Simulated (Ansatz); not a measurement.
## Random displacements in WS$_{2}$

Computed with DFT PBE, scalar-relativistic, plane waves, PAW in Ansatz 0.2.0. The runs took a 420 eV cutoff, a Γ-centred 12×12×4 mesh and Gaussian smearing (0.05 eV). Spin–orbit coupling is left out, which matters for the heavy elements here. No spin polarisation. Energies are free energies at this smearing, counted from the undisturbed cell; pressure is positive in compression.

Reference structure (as given, not relaxed at this level):

```xyz
6
Lattice="3.1800 0.0000 0.0000 -1.5900 2.7540 0.0000 0.0000 0.0000 12.5000" Properties=species:S:1:pos:R:3 pbc="T T T"
W     0.0000    1.8360    3.1250
W     1.5900    0.9180    9.3750
S     0.0000    1.8360    7.7500
S     1.5900    0.9180    1.5000
S     0.0000    1.8360   11.0000
S     1.5900    0.9180    4.7500
```

The cell holds layers and no dispersion correction was added, so their binding is poorly described.

After a displacement of all atoms with no net shift and a strain of the cell, the run gives ΔE = 172.2 meV/atom; stress (xx, yy, zz, yz, xz, xy; compression positive) (-3.36, -12.76, -8.82, 7.32, 10.50, -2.44) GPa; gap on the mesh 0.84 eV.

```tsv
atom	Fx (eV/Å)	Fy	Fz
W1	0.579	0.196	0.604
W2	0.283	-0.075	1.200
S3	-1.223	-0.465	0.501
S4	-1.282	-0.887	1.140
S5	0.991	0.559	-1.654
S6	0.652	0.671	-1.791
```

(1) Which displacements (Å, in the unstrained cell) and strain were applied?

Results:

(1)
```csv
atom,ux,uy,uz
W1,0.02,0.01,0.00
W2,-0.03,-0.01,-0.04
S3,-0.02,-0.03,0.01
S4,0.03,0.00,0.00
S5,-0.03,0.03,0.00
S6,0.03,0.00,0.04
```
Strain (Voigt, engineering shear): (-0.0012, 0.0621, 0.0009, -0.0851, -0.0921, 0.0440).

Cost: 1 run of about 1.9 core-minutes, on Intel Xeon Platinum 8259CL (Skylake/Cascade Lake) (shared hosts).